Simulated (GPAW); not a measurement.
# CdS (Hawleyite) (F-43m) in GPAW: a series of runs, part 2 of 2

GPAW 26.7.0. The steps go on from the part before.

## Step 4: Dielectric tensor, PBE

This run uses another cell than the first one, of 24.81 Å³/atom, 0.962 times its volume.

The input, run.py:

```python
import numpy as np
from ase.dft.bandgap import bandgap
from ase.io import read, write
from gpaw import GPAW, PW
from gpaw.response.df import DielectricFunction

atoms = read('POSCAR')

calc = GPAW(mode=PW(400),
            xc='PBE',
            kpts={'size': (6, 6, 6), 'gamma': True},
            occupations={'name': 'fermi-dirac', 'width': 0.001},
            nbands=18,
            convergence={'density': 1e-06},
            maxiter=150,
            txt='gpaw.txt')
atoms.calc = calc
energy = atoms.get_potential_energy()
calc.write('gs.gpw')
write('result.traj', atoms)
print(f'Energy: {energy:.6f} eV')
print('Fermi level:', round(calc.get_fermi_level(), 4), 'eV')
print(f'Gap: {bandgap(calc)[0]:.4f} eV, direct: {bandgap(calc, direct=True)[0]:.4f} eV')

for size in [(20, 20, 20)]:
    name = 'x'.join(str(n) for n in size)
    dense = calc.fixed_density(kpts={'size': size, 'gamma': True},
                               nbands=35, convergence={'bands': 29, 'eigenstates': 1e-7},
                               update_fermi_level=True, txt=f'dense-{name}.txt')
    dense.write(f'{name}.gpw', mode='all')
    df = DielectricFunction(f'{name}.gpw', frequencies=np.array([0.0]), hilbert=False, eta=0.001,
                            ecut=80, nbands=29, intraband=False, txt=f'df-{name}.txt')
    for xc in ['RPA']:
        for direction in ['x', 'y', 'z', [0, 1, 1], [1, 0, 1], [1, 1, 0]]:
            e0, e = df.get_macroscopic_dielectric_constant(xc=xc, direction=direction)
            print(f'{name} {xc} {direction}: {e0:.4f} without, {e:.4f} with local fields')
```

The input, POSCAR:

```
CdS
1.0
    0.0000000000      2.9165000000      2.9165000000
    2.9165000000      0.0000000000      2.9165000000
    2.9165000000      2.9165000000      0.0000000000
Cd S
1 1
Direct
    0.0000000000      0.0000000000      0.0000000000
    0.7500000000      0.7500000000      0.7500000000
```

Potentials or basis: GPAW PAW data sets (gpaw-data 1.2.1), pw.

Command:

```
OMP_NUM_THREADS=1 python run.py
```

gpaw.txt:

```text
__  _  _
 | _ |_)|_||  |
 |__||  | ||/\| - 26.7.0

Input parameters:
  mode=PW(ecut=400.0),
  convergence={'density': 1e-06},
  kpts=MonkhorstPack(size=(6, 6, 6), gamma=True),
  maxiter=150,
  nbands=18,
  occupations=Occupations(name='fermi-dirac', width=0.001),
  xc=XC(name='PBE')

Diagonalizing LCAO Hamiltonian
Converting LCAO to pw mode

                     S

       Cd

Atoms  # Å, Bohr magnetons
|   | symbol |        x |        y |        z |    initial magnetic moments |
|---|--------|----------|----------|----------|-----------------------------|
| 0 |     Cd | 0.000000 | 0.000000 | 0.000000 | ( 0.0000,  0.0000,  0.0000) |
| 1 |      S | 4.374750 | 4.374750 | 4.374750 | ( 0.0000,  0.0000,  0.0000) |

Unit cell  # Å
| periodic |        x |        y |        z |  lengths |    angles |
|----------|----------|----------|----------|----------|-----------|
|      yes | 0.000000 | 2.916500 | 2.916500 | 4.124554 | 60.000000 |
|      yes | 2.916500 | 0.000000 | 2.916500 | 4.124554 | 60.000000 |
|      yes | 2.916500 | 2.916500 | 0.000000 | 4.124554 | 60.000000 |

Number of symmetries: 24
Symmetry operations  # r_c * U_cc + t_c -> r_c
|    | kind |            matrix            |
|----|------|------------------------------|
|  0 |  E   |  1, 0, 0,  0, 1, 0,  0, 0, 1 |
|  1 |  σ   |  1, 0, 0,  0, 0, 1,  0, 1, 0 |
|  2 |  σ   |  1, 0,-1,  0, 1,-1,  0, 0,-1 |
|  3 |  C3  |  1, 0,-1,  0, 0,-1,  0, 1,-1 |
|  4 |  C3  |  1,-1, 0,  0,-1, 1,  0,-1, 0 |
|  5 |  σ   |  1,-1, 0,  0,-1, 0,  0,-1, 1 |
|  6 |  σ   |  0, 1, 0,  1, 0, 0,  0, 0, 1 |
|  7 |  C3  |  0, 1, 0,  0, 0, 1,  1, 0, 0 |
|  8 |  C2  |  0, 1,-1,  1, 0,-1,  0, 0,-1 |
|  9 |  S4  |  0, 1,-1,  0, 0,-1,  1, 0,-1 |
| 10 |  C3  |  0, 0, 1,  1, 0, 0,  0, 1, 0 |
| 11 |  σ   |  0, 0, 1,  0, 1, 0,  1, 0, 0 |
| 12 |  S4  |  0, 0,-1,  1, 0,-1,  0, 1,-1 |
| 13 |  C3  |  0, 0,-1,  0, 1,-1,  1, 0,-1 |
| 14 |  S4  |  0,-1, 1,  1,-1, 0,  0,-1, 0 |
| 15 |  C2  |  0,-1, 1,  0,-1, 0,  1,-1, 0 |
| 16 |  C3  |  0,-1, 0,  1,-1, 0,  0,-1, 1 |
| 17 |  S4  |  0,-1, 0,  0,-1, 1,  1,-1, 0 |
| 18 |  S4  | -1, 1, 0, -1, 0, 1, -1, 0, 0 |
| 19 |  C3  | -1, 1, 0, -1, 0, 0, -1, 0, 1 |
| 20 |  C3  | -1, 0, 1, -1, 1, 0, -1, 0, 0 |
| 21 |  S4  | -1, 0, 1, -1, 0, 0, -1, 1, 0 |
| 22 |  σ   | -1, 0, 0, -1, 1, 0, -1, 0, 1 |
| 23 |  C2  | -1, 0, 0, -1, 0, 1, -1, 1, 0 |

BZ-sampling:
  Number of BZ points: 216
  Number of IBZ points: 16

  Monkhorst-Pack size: [6, 6, 6]
  Monkhorst-Pack shift: [0.08333333333333333, 0.08333333333333333, 0.08333333333333333]

K-points  # in reciprocal-cell coordinates
|     |                                coordinates |     weight |
|-----|--------------------------------------------|------------|
|   0 | (  0.00000000,   0.00000000,   0.00000000) | 0.00462963 |
|   1 | (  0.16666667,   0.16666667,   0.00000000) | 0.02777778 |
|   2 | (  0.16666667,   0.16666667,   0.16666667) | 0.03703704 |
|   3 | (  0.33333333,   0.16666667,   0.16666667) | 0.05555556 |
|   4 | (  0.33333333,   0.33333333,  -0.33333333) | 0.05555556 |
|   5 | (  0.33333333,   0.33333333,   0.00000000) | 0.02777778 |
|   6 | (  0.33333333,   0.33333333,   0.16666667) | 0.11111111 |
|   7 | (  0.33333333,   0.33333333,   0.33333333) | 0.03703704 |
|   8 | (  0.50000000,   0.33333333,  -0.33333333) | 0.11111111 |
|   9 | (  0.50000000,   0.33333333,  -0.16666667) | 0.05555556 |
| ... |                                            |            |
|  15 | (  0.50000000,   0.50000000,   0.50000000) | 0.01851852 |

Plane wave coefficients: 934
Cutoff: 400.0 eV

Spin-components: 1 (collinear spins)
Bands:           18
Projectors:      11
Spin-degeneracy: 2
Datatype:        complex128

Parallelization:
  kpt:    1
  domain: 1
  band:   1

Density:
  Valence electrons: 18.0
  Components: 1
  Grid points: [20 20 20]
  Charge: 0.0  # |e|

Potential:
  Grid points: [20 20 20]

species:
  Cd:
    name:    Cadmium
    Z:       48.0
    valence: 12
    core:    36
    charge:  0.0  # [|e|]
    compensation charges:
      type: gauss
      rc: 0.38  # [Å]
      lmax: 2
    cutoffs:
      filter: 2.12  # [Å]
      core: 2.62  # [Å]
    projectors
    | kind |    occ | energy [eV] | rcut [Å] |
    |------|--------|-------------|----------|
    |   5s |  2.000 |      -5.655 |    1.191 |
    |   5p |  0.000 |      -1.186 |    1.228 |
    |   4d | 10.000 |     -11.739 |    1.164 |
    |    s |        |      21.556 |    1.191 |
    |    p |        |      26.026 |    1.228 |
    |    d |        |      15.473 |    1.164 |

    Using partial waves for Cd as LCAO basis

  S:
    name:    Sulfur
    Z:       16.0
    valence: 6
    core:    10
    charge:  0.0  # [|e|]
    compensation charges:
      type: gauss
      rc: 0.24  # [Å]
      lmax: 2
    cutoffs:
      filter: 1.77  # [Å]
      core: 1.66  # [Å]
    projectors
    | kind |    occ | energy [eV] | rcut [Å] |
    |------|--------|-------------|----------|
    |   3s |  2.000 |     -17.254 |    0.974 |
    |   3p |  4.000 |      -7.008 |    0.979 |
    |    s |        |       9.957 |    0.974 |
    |    p |        |      20.203 |    0.979 |
    |    d |        |       0.000 |    0.900 |

    Using partial waves for S as LCAO basis

Reference energy: -163030.738234  # eV

eigensolver:
  PPCG
  Converge bands: occupied
  niter=2

density mixing:
  MSR1-Mixer
  Pratt-step length: 0.05
  Maximum mixing coefficient: 0.75
  Old densities: 10
  SVD Regularization: 0.005
  Good broyden scale: 1.0
  Trust region scale: 1.0
  Backstep threshold: 4.0
  History deletion threshold: 6.0
  Fourier metric: weight=20.0, sigma=0.015

occupation numbers:
  Fermi-Dirac:
    width: 0.0010  # eV

poisson solver:
  ecut: 3200.0  # eV

xc functional:
  name: PBE with 2 nearest neighbor stencil

convergence criteria:
- Maximum integral of absolute [dens]ity change: 1e-06 electrons / valence electron
- Maximum [total energy] change in last 3 cyles: 0.0005 eV / valence electron
- Maximum integral of absolute [eigenst]ate change: 4e-08 eV^2 / valence electron
maximum number of iterations: 150

SCF iterations
|iter     | |      energy | eigst |  dens |
|---------|-|-------------|-------|-------|
|iter:   1| |   -6.730507 | -0.52 |       |
|iter:   2| |   -6.615481 | -2.29 | -1.12 |
|iter:   3| |   -6.215552 | -1.57 | -1.16 |
|iter:   4| |   -6.213548 | -3.49 | -1.75 |
|iter:   5| |   -6.213143c| -3.91 | -2.17 |
|iter:   6| |   -6.213172c| -5.34 | -3.01 |
|iter:   7| |   -6.213177c| -6.52 | -3.50 |
|iter:   8| |   -6.213177c| -8.03c| -4.62 |
|iter:   9| |   -6.213177c| -8.26c| -5.09 |
|iter:  10| |   -6.213177c| -9.12c| -6.03c|

Converged in 10 steps
Energy contributions relative to reference atoms: (reference = -163030.738234)

Energy contributions:
  Kinetic:          19.725224
  Coulomb:         -17.814755
  Zero:              0.217175
  External:          0.000000
  Xc:               -8.340820
  Entropy:          -0.000000
  Spinorbit:         0.000000
  ----------------------------
  Free energy:      -6.213177
  Extrapolated:     -6.213177

dipole moment: (-16.456753, -16.456753, -16.456753)  # |e|*Ang

Fermi level: 3.748
Eigenvalues  # (at kpt = [0.000, 0.000, 0.000])
| band index |      eig [eV] | occ [0-2] |
|------------|---------------|-----------|
|          0 |        -8.780 |     2.000 |
|          1 |        -4.085 |     2.000 |
|          2 |        -4.085 |     2.000 |
|          3 |        -4.085 |     2.000 |
|          4 |        -3.595 |     2.000 |
|          5 |        -3.595 |     2.000 |
[... 10 lines left out ...]
|         16 |        16.888 |     0.000 |
|         17 |        16.888 |     0.000 |

Gap: 1.123 eV
Transition (v -> c):
  (s=0, k=0, n=8, [0.00, 0.00, 0.00]) -> (s=0, k=0, n=9, [0.00, 0.00, 0.00])
No difference between direct/indirect transitions
# Writing to gs.gpw (mode='')
```

It took 3.3 min on 1 thread of Intel Xeon at 2.50GHz (Skylake/Cascade Lake), shared host; peak memory 0.46 GiB.

Results:

- Free energy: -6.2132 eV
- Band gap on the k mesh: 1.12 eV, direct
- Electronic dielectric tensor (diagonal): 5.78

Electronic dielectric tensor:
```
5.78 0.00 0.00
0.00 5.78 0.00
0.00 0.00 5.78
```

Caveat: the long-wavelength limit can be off by several per cent where d states take part. A k mesh can miss the band edges.

## Step 5: Dielectric tensor, PBE

This run uses another cell than the first one, of 25.30 Å³/atom, 0.981 times its volume.

run.py is that of step 4.

The input, POSCAR:

```
CdS
1.0
    0.0000000000      2.9358151324      2.9358151324
    2.9358151324      0.0000000000      2.9358151324
    2.9358151324      2.9358151324      0.0000000000
Cd S
1 1
Direct
    0.0000000000      0.0000000000      0.0000000000
    0.7500000000      0.7500000000      0.7500000000
```

Potentials or basis: GPAW PAW data sets (gpaw-data 1.2.1), pw.

Command:

```
OMP_NUM_THREADS=1 python run.py
```

gpaw.txt:

```text
__  _  _
 | _ |_)|_||  |
 |__||  | ||/\| - 26.7.0

Input parameters:
  mode=PW(ecut=400.0),
  convergence={'density': 1e-06},
  kpts=MonkhorstPack(size=(6, 6, 6), gamma=True),
  maxiter=150,
  nbands=18,
  occupations=Occupations(name='fermi-dirac', width=0.001),
  xc=XC(name='PBE')

Diagonalizing LCAO Hamiltonian
Converting LCAO to pw mode

                     S

       Cd

Atoms  # Å, Bohr magnetons
|   | symbol |        x |        y |        z |    initial magnetic moments |
|---|--------|----------|----------|----------|-----------------------------|
| 0 |     Cd | 0.000000 | 0.000000 | 0.000000 | ( 0.0000,  0.0000,  0.0000) |
| 1 |      S | 4.403723 | 4.403723 | 4.403723 | ( 0.0000,  0.0000,  0.0000) |

Unit cell  # Å
| periodic |        x |        y |        z |  lengths |    angles |
|----------|----------|----------|----------|----------|-----------|
|      yes | 0.000000 | 2.935815 | 2.935815 | 4.151870 | 60.000000 |
[... 166 lines left out ...]
|iter:   1| |   -6.748183 | -0.55 |       |
|iter:   2| |   -6.631299 | -2.29 | -1.12 |
|iter:   3| |   -6.229317 | -1.57 | -1.16 |
|iter:   4| |   -6.227409 | -3.51 | -1.75 |
|iter:   5| |   -6.227030c| -3.93 | -2.16 |
|iter:   6| |   -6.227057c| -5.37 | -3.05 |
|iter:   7| |   -6.227062c| -6.53 | -3.50 |
|iter:   8| |   -6.227062c| -8.03c| -4.60 |
|iter:   9| |   -6.227062c| -8.26c| -5.07 |
|iter:  10| |   -6.227062c| -9.11c| -6.02c|

Converged in 10 steps
Energy contributions relative to reference atoms: (reference = -163030.738234)

Energy contributions:
  Kinetic:          18.439565
  Coulomb:         -16.793982
  Zero:              0.216786
  External:          0.000000
  Xc:               -8.089431
  Entropy:          -0.000000
  Spinorbit:         0.000000
  ----------------------------
  Free energy:      -6.227062
  Extrapolated:     -6.227062

dipole moment: (-16.608987, -16.608987, -16.608987)  # |e|*Ang

Fermi level: 3.514
Eigenvalues  # (at kpt = [0.000, 0.000, 0.000])
| band index |      eig [eV] | occ [0-2] |
|------------|---------------|-----------|
|          0 |        -8.873 |     2.000 |
|          1 |        -4.228 |     2.000 |
|          2 |        -4.228 |     2.000 |
|          3 |        -4.228 |     2.000 |
|          4 |        -3.768 |     2.000 |
|          5 |        -3.768 |     2.000 |
[... 10 lines left out ...]
|         16 |        16.621 |     0.000 |
|         17 |        16.621 |     0.000 |

Gap: 1.081 eV
Transition (v -> c):
  (s=0, k=0, n=8, [0.00, 0.00, 0.00]) -> (s=0, k=0, n=9, [0.00, 0.00, 0.00])
No difference between direct/indirect transitions
# Writing to gs.gpw (mode='')
```

stdout:

```text
Energy: -6.227062 eV
Fermi level: 3.5143 eV
Gap: 1.0810 eV, direct: 1.0810 eV
20x20x20 RPA x: 6.4542 without, 5.8086 with local fields
20x20x20 RPA y: 6.4542 without, 5.8086 with local fields
20x20x20 RPA z: 6.4542 without, 5.8086 with local fields
20x20x20 RPA [0, 1, 1]: 6.4542 without, 5.8086 with local fields
20x20x20 RPA [1, 0, 1]: 6.4542 without, 5.8086 with local fields
20x20x20 RPA [1, 1, 0]: 6.4542 without, 5.8086 with local fields
```

Run time: 4.3 min. Hardware: 1 thread of Intel Xeon at 2.50GHz (Skylake/Cascade Lake), shared host; peak memory 0.46 GiB.

What came out:

* Free energy: -6.2271 eV
* Band gap on the k mesh: 1.08 eV, direct
* Electronic dielectric tensor (diagonal): 5.81

Electronic dielectric tensor:
```
5.81 0.00 0.00
0.00 5.81 0.00
0.00 0.00 5.81
```

Caveat: the long-wavelength limit can be off by several per cent where d states take part.

## Step 6: Overview

| level | potentials or basis | cell | gap on the mesh (eV) |
| --- | --- | --- | --- |
| LDA | the program's PAW data sets (release 1.2.1) made for this functional, pw | F-43m, 25.8 Å³/atom | 0.76 |
| LDA | the program's PAW data sets (release 1.2.1) made for this functional, pw | F-43m, 26.3 Å³/atom | 0.72 |
| PBE | GPAW PAW data sets (gpaw-data 1.2.1), pw | F-43m, 24.81 Å³/atom | 1.12 |
| PBE | GPAW PAW data sets (gpaw-data 1.2.1), pw | F-43m, 25.3 Å³/atom | 1.08 |

Alike in all rows: task dielectric tensor; no spin polarisation; k mesh 6 × 6 × 6; cutoff (eV) 400; smearing fermi-dirac 0.001 eV.

Caveats: the long-wavelength limit can be off by several per cent where d states take part.

Total energies depend on the potentials used, so only differences within one code and one set of settings carry meaning.
